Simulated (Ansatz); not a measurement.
## TiAl3 under changes of volume

One of the cells (15.634 Å³/atom); the others are scaled copies at fixed shape and fractional positions:

```
Ti Al
1.0
    -1.91111    1.91111    4.28067
     1.91111   -1.91111    4.28067
     1.91111    1.91111   -4.28067
Ti Al
1 3
Direct
  0.00000 0.00000 0.00000
  0.25000 0.75000 0.50000
  0.75000 0.25000 0.50000
  0.50000 0.50000 0.00000
```

The cell comes from a database or a generator and needn't be the stable form of this composition.

| Item | Value |
| --- | --- |
| Program | Ansatz 0.2.0 |
| Functional | LDA |
| Potentials or basis | Ansatz PAW |
| Cutoff | 420 eV (not typed: the program's choice for these potentials) |
| k mesh | 10 × 10 × 10 |
| Occupations | fermi-dirac, width 0.05 eV |
| Spin | no spin polarisation |

```csv
volume (Å³/atom),energy over the lowest point (meV/atom),pressure (GPa)
14.696,4.61,3.7
15.009,0.00,1.1
15.322,0.33,-1.3
15.634,?,?
15.947,13.86,-5.4
16.260,26.23,-7.2
16.572,41.83,-8.7
```

Question: What does the run at 15.634 Å³/atom give?

Answer: Energy over the lowest point 5.09 meV/atom; pressure -3.5 GPa.

Worked out: A Birch-Murnaghan fit of order 3 (a polynomial in V^(-2/3)) to the other rows has its minimum at 15.14 Å³/atom with B0 = V·E''(V) = 117 GPa and B' = 4.0 at fixed shape and positions, which overstates the stiffness. It gives 5.08 meV/atom at 15.634 Å³/atom, against the run's 5.09, and -dE/dV = -3.5 GPa, against -3.5.

Energies are extrapolated to zero smearing.

Caveats: the PAW data sets come from PBE, with cores solved anew for the run's functional, which leaves a small shift of forces and pressure.
